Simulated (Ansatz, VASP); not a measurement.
Two plane-wave programs on ZnSe

```
Zn Se
1.0
     0.00000    2.86074    2.86074
     2.86074    0.00000    2.86074
     2.86074    2.86074    0.00000
Zn Se
1 1
Cartesian
  0.0000 0.0000 0.0000
  1.4304 1.4304 1.4304
```

Change from the starting cell: hydrostatic strain +1.0%.

Alike in both runs: task single point; functional PBE; k mesh 8 × 8 × 8; occupations fermi-dirac, width 0.02 eV; no spin polarisation.

|  | VASP | Ansatz |
| --- | --- | --- |
| version | VASP 6.6.1 | Ansatz 0.2.0 |
| potentials or method | VASP PAW PBE potentials, release 64 (Zn, Se) | plane waves, PAW |
| plane-wave cutoff (eV) | 520 | 420 |
| valence electrons in the cell | 18 | 28 |

|  | VASP | Ansatz | Ansatz less VASP |
| --- | --- | --- | --- |
| gap on the k mesh at the Fermi level (eV) | 1.18 | 1.18 | -0.001 |
| pressure (GPa) | 0.6 | 0.3 | -0.22 |

With one functional, cell and mesh, what is left measures potentials, basis and numerics. The two sets of potentials don't hold the same shells in valence.
